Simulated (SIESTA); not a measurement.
Sb:

```
Sb
1.0
    -1.57654    1.57654    2.71194
     1.57654   -1.57654    2.71194
     1.57654    1.57654   -2.71194
Sb
1
Direct
  0.00000 0.00000 0.00000
```

This isn't the form of Sb at room conditions, which is rhombohedral.

```yaml
Program: SIESTA 5.4.2
Task: single point
Functional: PBE
Potentials_or_basis: PseudoDojo 0.4 standard (PBE files)
Basis: DZP (energy shift 0.003 Ry; two zetas on semicore shells)
Grid_cutoff: 500 Ry
Energy_shift: 0.003 Ry
k_mesh: 12 × 12 × 12
Occupations: fermi-dirac, width 0.05 eV
Spin: no spin polarisation
```

On this cell: pressure 3.7 GPa; band gap on the k mesh none (metal or under the smearing width).

The same run follows on a disturbed copy (cell strained at random at fixed volume):

```
Sb
1.0
    -1.57758    1.58021    2.71183
     1.56699   -1.54428    2.68478
     1.60429    1.57099   -2.69094
Sb
1
Direct
  0.01775 0.00466 0.01701
```

Q: What does the disturbed cell give?

A: The energy (extrapolated to zero smearing) moves by +0.4 meV/atom; pressure 3.7 GPa; band gap on the k mesh none (metal or under the smearing width).

Stress tensor (GPa, compression positive):
```
3.62 0.22 0.00
0.22 4.50 0.07
0.00 0.07 2.89
```

Caveats: the basis of atomic orbitals isn't converged, which shifts pressures, moduli and gaps.
